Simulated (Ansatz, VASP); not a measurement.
## Ag: VASP beside Ansatz

```
CELL_PARAMETERS angstrom
5.15463 0.00000 0.00000
-2.57732 4.46404 0.00000
0.00000 0.00000 3.52606
ATOMIC_POSITIONS crystal
Ag 0.50000 0.00000 0.00000
Ag 0.00000 0.50000 0.00000
Ag 0.50000 0.50000 0.00000
Ag 0.00000 0.00000 0.50000
```

Alike in both runs: task single point; functional PBE; k mesh 6 × 6 × 6; occupations gaussian, width 0.1 eV; no spin polarisation.

```csv
,VASP,Ansatz
version,VASP 6.6.1,Ansatz 0.2.0
potentials or method,"VASP PAW PBE potentials, release 64 (Ag)","scalar-relativistic, plane waves, PAW"
plane-wave cutoff (eV),520,420
valence electrons in the cell,44,76
```

```tsv
	VASP	Ansatz	Ansatz less VASP
gap on the k mesh at the Fermi level (eV)	none	none	-
pressure (GPa)	4.3	4.4	+0.15
largest component of the traceless stress (GPa)	14.32	14.45	+0.131
```

A gap of «none» marks a metal or a gap that the smearing closes. The functional is the same, so the differences come from potentials, cutoffs and numerics. The two sets of potentials don't hold the same shells in valence.
